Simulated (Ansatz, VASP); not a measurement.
**Al: VASP beside Ansatz**

```xyz
1
Lattice="0.0000 1.9914 1.9914 1.9914 0.0000 1.9914 1.9914 1.9914 0.0000" Properties=species:S:1:pos:R:3 pbc="T T T"
Al    0.0000    0.0000    0.0000
```

Alike in both runs: functional PBE; dispersion D3(BJ); k mesh 18 × 18 × 18; occupations gaussian, width 0.1 eV; no spin polarisation.

Ansatz relaxed the structure, and its values are those at the end. VASP's run is a single point on that final structure, the one shown.

```csv
,VASP,Ansatz
version,VASP 6.6.1,Ansatz 0.2.0
potentials or method,"VASP PAW PBE potentials, release 64 (Al)","scalar-relativistic, plane waves, PAW"
plane-wave cutoff (eV),520,420
valence electrons in the cell,3,3
```

|  | VASP | Ansatz | Ansatz less VASP |
| --- | --- | --- | --- |
| gap on the k mesh at the Fermi level (eV) | none | none | - |
| pressure (GPa) | -0.1 | 0.0 | +0.04 |

A gap of «none» marks a metal or a gap that the smearing closes.

Caveats: pairwise dispersion overbinds metals, which lowers pressure and volume.
